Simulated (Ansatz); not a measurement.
# SnSe2: short molecular dynamics of a 3-atom cell, part 2 of 2

Aim: follow the atoms of SnSe2 (3R-MoS2 type) in time, from their lattice sites. Runs: PBE, 30 steps of 3 fs under a Langevin thermostat at 450 K; r2SCAN, 30 steps of 2 fs under a Nosé-Hoover thermostat at 1000 K. The cell is a 1×1×1 supercell of the structure relaxed with r2SCAN+rVV10.

Ansatz 0.2.0, plane waves. The steps go on from the part before.

**5. Run 2: r2SCAN**

input.yaml

```yaml
crystal:
  lattice:
    - [1.8950116506, 1.0940854866, 6.0269119705]
    - [-1.8950116506, 1.0940854866, 6.0269119705]
    - [0.0, -2.1881709732, 6.0269119705]
  atoms:
    - { symbol: Sn, position: [-0.0002292479, -0.0002292479, -0.0002292479] }
    - { symbol: Se, position: [0.427874702, 0.427874702, 0.427874702] }
    - { symbol: Se, position: [0.2390212128, 0.2390212128, 0.2390212128] }
kpoints:
  mp_grid: { grid: [4, 4, 4] }
hamiltonian:
  xc: r2scan
scf:
  occupations: { method: fermi_dirac, width: 0.086 }
md:
  ensemble: nvt_nose_hoover
  temperature: 1000
  timestep: 2.0
  n_steps: 30
  initial_velocities: maxwell_boltzmann
  seed: 9834
```

Launch:

```bash
ansatz run input.yaml --threads 4 --pin off --max-ram 3686MiB --backend cpu --events-out ev --progress --plain --runs-dir out
```

Log:

```text
Warning: md: disabling space-group detection — thermal motion breaks the input geometry's symmetry, so no spatial operation reduces the k-mesh or symmetrises the density; time reversal is kept, so that k and −k are solved as one point where they differ and the mesh holds both, and exact exchange and, on two spinor components, a DFT+U term hold to it where the run has them: on two components no moment then forms, and a state that bears one, which a typed moment (crystal.atoms[].spin; refused beside efield: under a hybrid functional) reaches, can lie lower, under hf by electronvolts; crystal.symmetry.detect: false (a key that needs symmetry detection or time reversal refuses this as the deck is read) with time_reversal: false beside it drops time reversal too
Warning: RAYON_NUM_THREADS=4 ignored (pool sized by the plan → 4); use --threads N
basis.fft_grid_basis auto: the FFT boxes are laid along the combinations [[1, 0, -1], [0, 1, -1], [0, 0, 1]] of the cell's own vectors, 3.790, 3.790 and 6.412 Å long. The dense box has 30×30×48 points. Along the cell's own vectors, as sized, it would have 48×48×48, 2.56 times as many. Of the 6 symmetry operations that the crystal satisfies within crystal.symmetry.tolerance (time reversal apart; of a slab, those that keep its plane) the dense box along the cell's own vectors carries 6, and the one as laid loses 4 of those. basis.fft_grid_basis: typed keeps the cell's own vectors: state it where this run's energies or levels are differenced outside the engine with another run's, or held beside a run that keeps those vectors.
Engine: ansatz 0.2.0, aarch64-unknown-linux-gnu
Pseudopotentials: kind: paw
Pseudopotential: Sn, paw, valence charge 14, recommended cutoff 500 eV (meta_gga), Sn.paw.azcp
Pseudopotential: Se, paw, valence charge 16, recommended cutoff 500 eV (meta_gga), Se.paw.azcp
Functional definition: r2SCAN
  parameter k0 = 0.174
  parameter k1 = 0.065
  parameter a1 = 4.9479
  exchange = r2scan_x(k0 = k0, k1 = k1, a1 = a1)
  correlation = r2scan_c
Crystal: 3 atoms, lattice volume = 74.974 Å³
Basis set: ecut = 500 eV, 1887 PW (Γ), FFT grids on a1−a3, a2−a3, a3, exchange–correlation on 120×120×192 points (64 copies of the dense FFT grid, shifted against one another)
Bands: 28, of which v1, the nominal top of the filled ones, is band 23 counted from 1 (22 counted from 0)
Symmetry: 1 space group operations
k-points: 36 of 64 (time reversal used)
Non-local potential: Sn, projectors of the file, l = 0: 2, l = 1: 2, l = 2: 2, l = 3: 2
Non-local potential: Se, projectors of the file, l = 0: 2, l = 1: 2, l = 2: 3, l = 3: 1
PAW form: soft (Blöchl's): semilocal exchange-correlation on the pseudo side does not see the compensation charge
PAW frozen core: Sn, regenerated for the run's functional (the file was generated under x = pbe(κ = 0.804, μ = 0.2195149727645171), c = pbe(β = 0.06672455060314922))
PAW frozen core: Se, regenerated for the run's functional (the file was generated under x = pbe(κ = 0.804, μ = 0.2195149727645171), c = pbe(β = 0.06672455060314922))
PAW one-centre angular grid: Sn, 590 points (default); XC on 249 of its mesh's 2787 points in the sphere
PAW one-centre angular grid: Se, 590 points (default); XC on 160 Gauss nodes
Initial density: superposition of atomic densities (neutral atoms: chi_scale 0, normalization atom), corrected by the library's trained network
Initial wavefunctions: pseudopotential atomic-orbital guess
Functional: x = r2scan, c = r2scan; τ floored in thin density (d = 2e-4 eV/Å³)
SCF iter   1: F=—  HF=-16995.216989 eV  |F-HF|=—  |Δ(HF+E_count)|=         —  Δρ=8.53e-3  dr2=1.13e-1  dr2_τ=6.21e-3  ethr=1.77e-3  ⟨swp⟩=6.1  Hψ=4319  notcnv=0
preconditioner: auto → LDOS  [metal: Δε(μ)=0.046 eV  Ē_g=10.292 eV  σ=0.086 eV  W_gap=0.13  n_scr=22 (ndim 8)  ℏωp=17.2 eV  f_vac=0.026  D(μ)=1.42/eV (n_scr^D=2)  β→1.0]
SCF iter   2: F=—  HF=-16995.227157 eV  |F-HF|=—  |Δ(HF+E_count)|=   1.02e-2  Δρ=2.69e-3  dr2=8.74e-3  dr2_τ=9.22e-4  ethr=2.45e-4  ⟨swp⟩=3.0  Hψ=2299  notcnv=0
SCF iter   3: F=—  HF=-16995.223767 eV  |F-HF|=—  |Δ(HF+E_count)|=   3.39e-3  Δρ=1.18e-3  dr2=1.97e-3  dr2_τ=2.55e-5  ethr=1.90e-5  ⟨swp⟩=2.0  Hψ=2016  notcnv=0
SCF iter   4: F=—  HF=-16995.223002 eV  |F-HF|=—  |Δ(HF+E_count)|=   7.65e-4  Δρ=3.42e-4  dr2=1.77e-4  dr2_τ=6.24e-7  ethr=4.29e-6  ⟨swp⟩=2.0  Hψ=1840  notcnv=0
SCF iter   5: F=—  HF=-16995.222957 eV  |F-HF|=—  |Δ(HF+E_count)|=   4.48e-5  Δρ=7.11e-5  dr2=9.26e-6  dr2_τ=8.52e-8  ethr=3.86e-7  ⟨swp⟩=3.0  Hψ=1840  notcnv=0
SCF iter   6: F=—  HF=-16995.222953 eV  |F-HF|=—  |Δ(HF+E_count)|=   3.90e-6  Δρ=2.97e-5  dr2=8.86e-7  dr2_τ=2.46e-8  ethr=2.01e-8  ⟨swp⟩=2.9  Hψ=1966  notcnv=0
SCF iter   7: F=—  HF=-16995.222955 eV  |F-HF|=—  |Δ(HF+E_count)|=   1.76e-6  Δρ=5.38e-6  dr2=4.38e-8  dr2_τ=1.94e-9  ethr=1.93e-9  ⟨swp⟩=2.0  Hψ=1474  notcnv=0
SCF iter   8: F=-16995.222955 eV  HF=-16995.222955 eV  |F-HF|=7.75e-10  |Δ(HF+E_count)|=   3.74e-9  Δρ=1.37e-6  dr2=1.99e-9  dr2_τ=5.22e-11  ethr=6.52e-12  ⟨swp⟩=3.1  Hψ=4370  notcnv=0
SCF 1 converged in 8 iterations: F = -16995.222955 eV  dr2 = 1.99e-9
md step     0: t =     0.00 fs  T =  1000.0 K  F+E_penalty+E_count = -16995.22295502 eV  E_kin = 0.258520 eV  conserved = -16994.96443502 eV  (8 SCF iters)
[... 13 lines left out ...]
md step     1: t =     2.00 fs  T =   998.1 K  F+E_penalty+E_count = -16995.22246104 eV  E_kin = 0.258029 eV  conserved = -16994.96443198 eV  (6 SCF iters)
[... 9 lines left out ...]
md step     2: t =     4.00 fs  T =   994.3 K  F+E_penalty+E_count = -16995.22146699 eV  E_kin = 0.257039 eV  conserved = -16994.96442873 eV  (6 SCF iters)
[... 1 line left out ...]
md step     3: t =     6.00 fs  T =   988.7 K  F+E_penalty+E_count = -16995.22001507 eV  E_kin = 0.255592 eV  conserved = -16994.96442530 eV  (7 SCF iters)
md step     4: t =     8.00 fs  T =   981.5 K  F+E_penalty+E_count = -16995.21815031 eV  E_kin = 0.253735 eV  conserved = -16994.96442176 eV  (7 SCF iters)
md step     5: t =    10.00 fs  T =   972.9 K  F+E_penalty+E_count = -16995.21591967 eV  E_kin = 0.251516 eV  conserved = -16994.96441822 eV  (3 SCF iters)
md step     6: t =    12.00 fs  T =   963.1 K  F+E_penalty+E_count = -16995.21337114 eV  E_kin = 0.248984 eV  conserved = -16994.96441474 eV  (2 SCF iters)
md step     7: t =    14.00 fs  T =   952.3 K  F+E_penalty+E_count = -16995.21055305 eV  E_kin = 0.246189 eV  conserved = -16994.96441133 eV  (3 SCF iters)
md step     8: t =    16.00 fs  T =   940.7 K  F+E_penalty+E_count = -16995.20751348 eV  E_kin = 0.243183 eV  conserved = -16994.96440799 eV  (3 SCF iters)
md step     9: t =    18.00 fs  T =   928.4 K  F+E_penalty+E_count = -16995.20429989 eV  E_kin = 0.240013 eV  conserved = -16994.96440469 eV  (2 SCF iters)
md step    10: t =    20.00 fs  T =   915.7 K  F+E_penalty+E_count = -16995.20095893 eV  E_kin = 0.236730 eV  conserved = -16994.96440141 eV  (7 SCF iters)
md step    11: t =    22.00 fs  T =   902.8 K  F+E_penalty+E_count = -16995.19753644 eV  E_kin = 0.233380 eV  conserved = -16994.96439816 eV  (2 SCF iters)
md step    12: t =    24.00 fs  T =   889.7 K  F+E_penalty+E_count = -16995.19407753 eV  E_kin = 0.230011 eV  conserved = -16994.96439498 eV  (3 SCF iters)
md step    13: t =    26.00 fs  T =   876.8 K  F+E_penalty+E_count = -16995.19062667 eV  E_kin = 0.226669 eV  conserved = -16994.96439191 eV  (3 SCF iters)
md step    14: t =    28.00 fs  T =   864.2 K  F+E_penalty+E_count = -16995.18722765 eV  E_kin = 0.223401 eV  conserved = -16994.96438889 eV  (2 SCF iters)
md step    15: t =    30.00 fs  T =   852.0 K  F+E_penalty+E_count = -16995.18392331 eV  E_kin = 0.220250 eV  conserved = -16994.96438598 eV  (2 SCF iters)
md step    16: t =    32.00 fs  T =   840.4 K  F+E_penalty+E_count = -16995.18075520 eV  E_kin = 0.217260 eV  conserved = -16994.96438319 eV  (3 SCF iters)
md step    17: t =    34.00 fs  T =   829.6 K  F+E_penalty+E_count = -16995.17776314 eV  E_kin = 0.214472 eV  conserved = -16994.96438054 eV  (2 SCF iters)
md step    18: t =    36.00 fs  T =   819.8 K  F+E_penalty+E_count = -16995.17498522 eV  E_kin = 0.211927 eV  conserved = -16994.96437805 eV  (3 SCF iters)
md step    19: t =    38.00 fs  T =   811.0 K  F+E_penalty+E_count = -16995.17245811 eV  E_kin = 0.209662 eV  conserved = -16994.96437556 eV  (2 SCF iters)
md step    20: t =    40.00 fs  T =   803.5 K  F+E_penalty+E_count = -16995.17021800 eV  E_kin = 0.207715 eV  conserved = -16994.96437301 eV  (7 SCF iters)
md step    21: t =    42.00 fs  T =   797.3 K  F+E_penalty+E_count = -16995.16830193 eV  E_kin = 0.206124 eV  conserved = -16994.96437037 eV  (3 SCF iters)
md step    22: t =    44.00 fs  T =   792.7 K  F+E_penalty+E_count = -16995.16674919 eV  E_kin = 0.204932 eV  conserved = -16994.96436745 eV  (2 SCF iters)
md step    23: t =    46.00 fs  T =   789.8 K  F+E_penalty+E_count = -16995.16560252 eV  E_kin = 0.204181 eV  conserved = -16994.96436424 eV  (3 SCF iters)
md step    24: t =    48.00 fs  T =   788.8 K  F+E_penalty+E_count = -16995.16490875 eV  E_kin = 0.203922 eV  conserved = -16994.96436080 eV  (3 SCF iters)
md step    25: t =    50.00 fs  T =   789.9 K  F+E_penalty+E_count = -16995.16471891 eV  E_kin = 0.204205 eV  conserved = -16994.96435716 eV  (2 SCF iters)
md step    26: t =    52.00 fs  T =   793.3 K  F+E_penalty+E_count = -16995.16508744 eV  E_kin = 0.205088 eV  conserved = -16994.96435340 eV  (2 SCF iters)
md step    27: t =    54.00 fs  T =   799.3 K  F+E_penalty+E_count = -16995.16607100 eV  E_kin = 0.206628 eV  conserved = -16994.96434967 eV  (3 SCF iters)
md step    28: t =    56.00 fs  T =   808.0 K  F+E_penalty+E_count = -16995.16772671 eV  E_kin = 0.208887 eV  conserved = -16994.96434609 eV  (2 SCF iters)
md step    29: t =    58.00 fs  T =   819.7 K  F+E_penalty+E_count = -16995.17011034 eV  E_kin = 0.211920 eV  conserved = -16994.96434280 eV  (2 SCF iters)
[... 10 lines left out ...]
md step    30: t =    60.00 fs  T =   834.7 K  F+E_penalty+E_count = -16995.17327448 eV  E_kin = 0.215783 eV  conserved = -16994.96433998 eV  (7 SCF iters)
iter 1 solved again at ethr=1.00e-12 eV; its pass at ethr=3.10e-3 eV (dr2=2.66e-10 eV) is discarded
SCF iter   1: F=—  HF=-16995.173274 eV  |F-HF|=—  |Δ(HF+E_count)|=         —  Δρ=4.27e-7  dr2=2.68e-10  dr2_τ=4.53e-12  ethr=1.00e-12  ⟨swp⟩=2.4  Hψ=4508  notcnv=0
preconditioner: auto → LDOS  [metal: Δε(μ)=0.059 eV  Ē_g=10.300 eV  σ=0.086 eV  W_gap=0.17  n_scr=22 (ndim 8)  ℏωp=17.2 eV  f_vac=0.029  D(μ)=1.36/eV (n_scr^D=2)  β→1.0]
SCF iter   2: F=-16995.173274 eV  HF=-16995.173274 eV  |F-HF|=1.16e-10  |Δ(HF+E_count)|=  3.27e-11  Δρ=2.71e-7  dr2=8.48e-11  dr2_τ=2.97e-12  ethr=1.00e-12  ⟨swp⟩=4.0  Hψ=3071  notcnv=0
SCF 32 converged in 2 iterations: F = -16995.173274 eV  dr2 = 8.48e-11
SCF converged after 2 iterations
Free energy (F): -16995.173274 eV
Harris-Foulkes:  -16995.173274 eV  (|F-HF|=1.16e-10)
Internal energy: -16995.142618 eV  (E = F + TS)
E sigma→0 (E₀):  -16995.157946 eV
Entropy (-TS):   -0.030656 eV (-10.219 meV/atom)
Fermi energy:    9.248240 eV
--- Per-component energies (eV) ---
  E_band       = -871.492731
  E_kinetic    = 424.866882
  E_local      = -5690.266194  (includes V_loc(G=0)·N_el)
  E_nonlocal   = -1222.091262
  E_hartree    = 2934.797329
  E_xc         = -570.290833
  E_vxc        = -314.581348  (∫ρ·V_xc dr)
  E_paw        = -8012.901192  (= ΣΔE_a)
  E_vpaw       = 44.250869  (= ΣTr[D̂ρ^β])
  E_aug_tail   = -0.000415  (compensation charges beyond the density's cutoff)
  E_vtau       = 16.733809  (kinetic-family band-sum trace: ∫τ·v_τ [+ j·A + Jᵃ·Aᵃ] dr)
  E_ewald      = -4856.462713
  E_core_change = -2.794221  (= ΣΔE_core)
  E_smearing   = -0.030656  (= −TS)
  E_closure    = 0.000000  (closes the sum)
  Σ components = -16995.173274   (vs F -16995.173274, Δ=0.00e0)
--- Forces (eV/Å), atoms counted from 1 ---
  atom   1  Sn     0.40499355    -0.22687429    -0.09014270
  atom   2  Se    -0.09174260    -0.42002545    -0.18276819
  atom   3  Se    -0.31325530     0.64690352     0.27291324
  max |Σ_I F_I| component: 4.35e-6 eV/Å
--- MD trajectory: 30 steps, t = 0.0 → 60.0 fs ---
  final state: T = 834.7 K   F+E_penalty+E_count = -16995.17327448 eV   E_kin = 0.215783 eV
  conserved energy: peak-to-peak 9.504e-5 eV (3.168e-5 eV/atom) over 60.0 fs
```

Wall time 2.3 min (4 threads of Arm Neoverse N1, shared host); peak memory 0.6 GiB.

**6. The trajectory**

One step in 2; energies are changes from step 0; msd is the mean square displacement from the start, the centre of mass held:

| time (fs) | T (K) | potential energy change (meV/atom) | conserved energy change (meV/atom) | msd Se (Å²) | msd Sn (Å²) |
| --- | --- | --- | --- | --- | --- |
| 0.0 | 1000 | 0.0 | 0.00 | 0.000 | 0.000 |
| 4.0 | 994 | 0.5 | 0.00 | 0.000 | 0.000 |
| 8.0 | 981 | 1.6 | 0.00 | 0.002 | 0.000 |
| 12.0 | 963 | 3.2 | 0.01 | 0.004 | 0.001 |
| 16.0 | 941 | 5.1 | 0.01 | 0.006 | 0.002 |
| 20.0 | 916 | 7.3 | 0.01 | 0.010 | 0.003 |
| 24.0 | 890 | 9.6 | 0.01 | 0.014 | 0.004 |
| 28.0 | 864 | 11.9 | 0.02 | 0.019 | 0.005 |
| 32.0 | 840 | 14.1 | 0.02 | 0.025 | 0.007 |
| 36.0 | 820 | 16.0 | 0.02 | 0.032 | 0.008 |
| 40.0 | 803 | 17.6 | 0.02 | 0.039 | 0.009 |
| 44.0 | 793 | 18.7 | 0.02 | 0.047 | 0.011 |
| 48.0 | 789 | 19.3 | 0.02 | 0.055 | 0.012 |
| 52.0 | 793 | 19.3 | 0.03 | 0.064 | 0.013 |
| 56.0 | 808 | 18.4 | 0.03 | 0.074 | 0.014 |
| 60.0 | 835 | 16.6 | 0.03 | 0.085 | 0.015 |

time (fs), T (K) and a bar:
```
      0.0       1000 ##############################
      2.0        998 ##############################
      6.0        989 ############################
      8.0        981 ###########################
     10.0        973 ##########################
     14.0        952 #######################
     16.0        941 ######################
     18.0        928 ####################
     20.0        916 ##################
     24.0        890 ##############
     26.0        877 ############
     28.0        864 ###########
     32.0        840 #######
     34.0        830 ######
     36.0        820 ####
     40.0        803 ##
     42.0        797 #
     44.0        793 
     46.0        790 
     50.0        790 
     52.0        793 #
     54.0        799 #
     58.0        820 ####
     60.0        835 ######
```

**7. Snapshots as a file**

Extended XYZ, with forces in eV/Å:

```xyz
3
Lattice="1.895 1.094 6.027 -1.895 1.094 6.027 0.000 -2.188 6.027" Properties=species:S:1:pos:R:3:forces:R:3 pbc="T T T" time_fs=8.0 T=981 dE=0.0048
Sn   -0.017    0.014   -0.007    0.121   -0.112    0.065
Se    0.049   -0.008    7.744   -0.063    0.044   -0.164
Se   -0.024   -0.014    4.318   -0.058    0.068    0.099
3
Lattice="1.895 1.094 6.027 -1.895 1.094 6.027 0.000 -2.188 6.027" Properties=species:S:1:pos:R:3:forces:R:3 pbc="T T T" time_fs=16.0 T=941 dE=0.0154
Sn   -0.032    0.028   -0.010    0.217   -0.201    0.081
Se    0.097   -0.016    7.751   -0.107    0.059   -0.224
Se   -0.048   -0.027    4.316   -0.110    0.142    0.143
3
Lattice="1.895 1.094 6.027 -1.895 1.094 6.027 0.000 -2.188 6.027" Properties=species:S:1:pos:R:3:forces:R:3 pbc="T T T" time_fs=22.0 T=903 dE=0.0254
Sn   -0.044    0.038   -0.011    0.273   -0.251    0.077
Se    0.133   -0.021    7.755   -0.129    0.049   -0.252
Se   -0.067   -0.036    4.314   -0.144    0.202    0.176
3
Lattice="1.895 1.094 6.027 -1.895 1.094 6.027 0.000 -2.188 6.027" Properties=species:S:1:pos:R:3:forces:R:3 pbc="T T T" time_fs=30.0 T=852 dE=0.0390
Sn   -0.057    0.050   -0.013    0.329   -0.295    0.054
Se    0.179   -0.028    7.758   -0.146    0.004   -0.267
Se   -0.093   -0.047    4.314   -0.183    0.291    0.214
3
Lattice="1.895 1.094 6.027 -1.895 1.094 6.027 0.000 -2.188 6.027" Properties=species:S:1:pos:R:3:forces:R:3 pbc="T T T" time_fs=38.0 T=811 dE=0.0505
Sn   -0.069    0.060   -0.015    0.366   -0.312    0.018
Se    0.225   -0.035    7.760   -0.150   -0.075   -0.262
Se   -0.121   -0.056    4.315   -0.216    0.388    0.244
3
Lattice="1.895 1.094 6.027 -1.895 1.094 6.027 0.000 -2.188 6.027" Properties=species:S:1:pos:R:3:forces:R:3 pbc="T T T" time_fs=44.0 T=793 dE=0.0562
Sn   -0.077    0.067   -0.016    0.385   -0.308   -0.014
Se    0.259   -0.041    7.759   -0.146   -0.154   -0.247
Se   -0.143   -0.060    4.317   -0.238    0.461    0.261
3
Lattice="1.895 1.094 6.027 -1.895 1.094 6.027 0.000 -2.188 6.027" Properties=species:S:1:pos:R:3:forces:R:3 pbc="T T T" time_fs=52.0 T=793 dE=0.0579
Sn   -0.086    0.075   -0.018    0.400   -0.279   -0.056
Se    0.303   -0.050    7.757   -0.129   -0.280   -0.218
Se   -0.173   -0.063    4.322   -0.271    0.559    0.274
3
Lattice="1.895 1.094 6.027 -1.895 1.094 6.027 0.000 -2.188 6.027" Properties=species:S:1:pos:R:3:forces:R:3 pbc="T T T" time_fs=60.0 T=835 dE=0.0497
Sn   -0.093    0.081   -0.020    0.405   -0.227   -0.090
Se    0.346   -0.061    7.753   -0.092   -0.420   -0.183
Se   -0.206   -0.061    4.328   -0.313    0.647    0.273
```

**8. Outcome**

What follows sums up all 2 parts.

| quantity | value |
| --- | --- |
| run 1: length | 30 steps of 3 fs |
| run 1: temperature, first and last step | 300 and 268 K |
| run 1: temperature, second half | mean 186 K, from 119 to 277 K |
| run 1: potential energy, second half | +5 meV/atom from this run's first step |
| run 1: mean square displacement, second half | Se 0.021, Sn 0.001 Å² |
| run 2: length | 30 steps of 2 fs |
| run 2: temperature, first and last step | 1000 and 835 K |
| run 2: temperature, second half | mean 811 K, from 789 to 852 K |
| run 2: potential energy, second half | +17 meV/atom from this run's first step |
| run 2: largest change of the conserved energy | 0.03 meV/atom |
| run 2: mean square displacement, second half | Se 0.050, Sn 0.011 Å² |

**Reading.** Run 1: Against a set 450 K the second half averages 186 K, going from 119 to 268 K over that half. No atom gets farther than 0.19 Å from its start, with the drift of the whole removed, against a typical distance of 2.8 Å between sites at the start. Run 2: Against a set 1000 K the second half averages 811 K with a spread of 19 K (in equilibrium 3 atoms would scatter by about 577 K, over a far longer run); 17 meV/atom has gone into potential energy, and a thermostat that acts over some 100 fs has not made it up in 60 fs. The conserved energy strays from its start by at most 0.03 meV/atom, under 0.1 % of the mean kinetic energy, so a step of 2 fs is short enough over this time. No atom gets farther than 0.35 Å from its start, with the drift of the whole removed, against a typical distance of 2.8 Å between sites at the start. Averages from a run of 90 fs with 3 atoms are rough.
